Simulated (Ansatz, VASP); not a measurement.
This is a calculation of Gd for VASP 6.6.1.

File INCAR:

```
SYSTEM = Gd
PREC     = Accurate       ! precision mode
ENCUT    = 520            ! plane-wave cutoff, eV
EDIFF    = 1E-6           ! SCF threshold, eV
ISMEAR   = -1             ! smearing method
SIGMA    = 0.05           ! smearing width, eV
LREAL    = .False.        ! projectors in reciprocal space
LASPH    = .True.         ! aspherical terms in the spheres
NELM     = 100            ! most SCF steps
ALGO     = Normal         ! electronic algorithm
ISIF     = 2              ! what is computed and relaxed
LWAVE    = .False.        ! write WAVECAR
LCHARG   = .False.        ! write CHGCAR
ISPIN    = 2              ! spin polarisation
MAGMOM   = 8.5            ! initial moments
LORBIT   = 11             ! projections on sites
LMAXMIX  = 6              ! l up to which the mixer works
GGA      = PE             ! functional
NBANDS   = 19             ! bands
```

The input KPOINTS:

```
Automatic mesh
0
Gamma
  9 9 9
  0 0 0
```

Contents of POSCAR:

```
Gd
1.0
    0.0000000000      2.5858190855      2.5858190855
    2.5858190855      0.0000000000      2.5858190855
    2.5858190855      2.5858190855      0.0000000000
Gd
1
Direct
    0.0000000000      0.0000000000      0.0000000000
```

Potentials or basis: VASP PAW PBE potentials, release 64 (Gd).

Run with:

```sh
$ cat potpaw_PBE.64/Gd/POTCAR > POTCAR
$ mpirun -np 1 vasp_std > vasp.out
```

Set up the same calculation for Ansatz 0.2.0. Potentials there: Ansatz PAW.

As run (the cutoff follows the program's own potentials):

Contents of input.yaml:

```yaml
crystal:
  lattice:
    - [0.0, 2.5858190855, 2.5858190855]
    - [2.5858190855, 0.0, 2.5858190855]
    - [2.5858190855, 2.5858190855, 0.0]
  atoms:
    - { symbol: Gd, position: [0.0, 0.0, 0.0], spin: 7.0 }
hamiltonian:
  xc: pbe
  pseudopotentials: { kind: paw }
magnetization:
  spin_polarized: true
kpoints:
  mp_grid: { grid: [9, 9, 9] }
scf:
  occupations: { method: fermi_dirac, width: 0.05 }
output:
  forces: true
  stress: true
  eigenvalues: true
```

Potentials or basis: Ansatz PAW.

Command:

```sh
$ ansatz run input.yaml --threads 2 --pin off --max-ram 5120MiB --backend cpu --events-out ev --progress --plain --runs-dir out
```

Both were run:

|  | VASP | Ansatz | Ansatz less VASP |
| --- | --- | --- | --- |
| gap on the k mesh at the Fermi level (eV) | none | none | - |
| pressure (GPa) | -1.2 | -1.3 | -0.13 |
| net moment per atom (μB) | 7.59 | 7.59 | -0.005 |
| size of the moment on the site where the two differ most (μB) | 6.97 | 7.33 | +0.361 |

Site moments also hang on the region over which each program counts them. A gap of «none» marks a metal or a gap that the smearing closes.

Caveats: spin-orbit coupling is left out, which moves the levels of the heavy elements. The state reached can hang on the start; a lower one may exist.
